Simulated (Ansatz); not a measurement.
Starting cell, LaAlO$_{3}$ (R-3c-perovskite type, space group R-3c):

```yaml
crystal:
  lattice:
    - [2.70622, 1.56244, 4.39751]
    - [-2.70622, 1.56244, 4.39751]
    - [0.00000, -3.12488, 4.39751]
  atoms:
    - { symbol: La, position: [0.25000, 0.25000, 0.25000] }
    - { symbol: La, position: [0.75000, 0.75000, 0.75000] }
    - { symbol: Al, position: [0.00000, 0.00000, 0.00000] }
    - { symbol: Al, position: [0.50000, 0.50000, 0.50000] }
    - { symbol: O, position: [0.78870, 0.71130, 0.25000] }
    - { symbol: O, position: [0.25000, 0.78870, 0.71130] }
    - { symbol: O, position: [0.71130, 0.25000, 0.78870] }
    - { symbol: O, position: [0.21130, 0.28870, 0.75000] }
    - { symbol: O, position: [0.75000, 0.21130, 0.28870] }
    - { symbol: O, position: [0.28870, 0.75000, 0.21130] }
```

A phonon eigenvector at Γ is frozen into this cell: atom i moves by Q times the vector below, so Q is the largest atomic displacement, in Å. The cell is held. It is one choice among 2 degenerate patterns.

```json
[
 {"atom": "La1", "x": "0.000", "y": "0.041", "z": "0.000"},
 {"atom": "La2", "x": "0.000", "y": "0.041", "z": "0.000"},
 {"atom": "Al3", "x": "0.077", "y": "-0.112", "z": "0.000"},
 {"atom": "Al4", "x": "-0.077", "y": "-0.112", "z": "0.000"},
 {"atom": "O5", "x": "0.000", "y": "0.520", "z": "-0.854"},
 {"atom": "O6", "x": "0.500", "y": "-0.345", "z": "0.427"},
 {"atom": "O7", "x": "-0.500", "y": "-0.345", "z": "0.427"},
 {"atom": "O8", "x": "0.000", "y": "0.520", "z": "-0.854"},
 {"atom": "O9", "x": "0.500", "y": "-0.345", "z": "0.427"},
 {"atom": "O10", "x": "-0.500", "y": "-0.345", "z": "0.427"}
]
```

These are PBE (plane waves to 420 eV, PAW, scalar-relativistic; Ansatz, an electronic-structure program) values and carry that method's errors. k mesh 8×8×8 (Γ-centred), Fermi-Dirac smearing 0.05 eV. E stands for the smeared free energy. Compression counts positive. LaAlO3 is run without spin polarisation. LaAlO3 was relaxed with its symmetry unable to fall. The PAW data are Ansatz's earlier set. The zero of ΔE is the undisplaced structure.

Q: Estimate the ΔE (meV/cell) and P (GPa) for Q (Å) = -0.150, -0.120, -0.030, 0.090, 0.180.

A: 
```csv
Q (Å),ΔE (meV/cell),P (GPa)
-0.150,240,0.90
-0.120,152,0.57
-0.030,9,0.04
0.090,85,0.32
0.180,349,1.30
```

(A displaced cell: forces are minus the slopes of the energy, force constants its curvatures, and phonons follow from these.)
